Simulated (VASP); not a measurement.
Runs of VASP 6.6.1 on BeTe. It takes space group F-43m (No. 216, cubic). Conventional cell: a = 5.562 Å, b = 5.562 Å, c = 5.562 Å, α = 90.00°, β = 90.00°, γ = 90.00°. Be (site symmetry -43m) has 4 Te at 2.41 Å as nearest neighbours. Around Te (site symmetry -43m) lie 4 Be at 2.41 Å. 

```csv
task,cell,gap on the mesh (eV),pressure (GPa)
relaxation of the atoms,atoms relaxed from: a relaxed cell with its volume scaled by 1.02,1.83,-1.2
relaxation of the atoms,atoms relaxed from: a relaxed cell with its volume scaled by 0.98,(a),1.3
relaxation of the atoms,atoms relaxed from: a relaxed cell with its volume scaled by 0.96,(b),2.8
relaxation of the atoms,atoms relaxed from: a relaxed cell with its volume scaled by 1.04,1.87,-2.3
relaxation of cell and atoms,relaxed,1.78,0.0
```

Alike in all rows: level LDA; potentials or basis VASP PAW LDA potentials, release 64 (Be, Te); no spin polarisation; k mesh 8 × 8 × 8; cutoff (eV) 600; smearing gaussian 0.03 eV.

Problem. Fill in the values left out.

Solution. (a) 1.73; (b) 1.68.

Caveats: the relaxation stopped at its first step, so nothing moved; spin-orbit coupling is left out, which moves the levels of the heavy elements.

A k mesh can miss the band edges, and the runs leave out spin-orbit coupling on Te.

Runs at the PBE level aren't shown here.
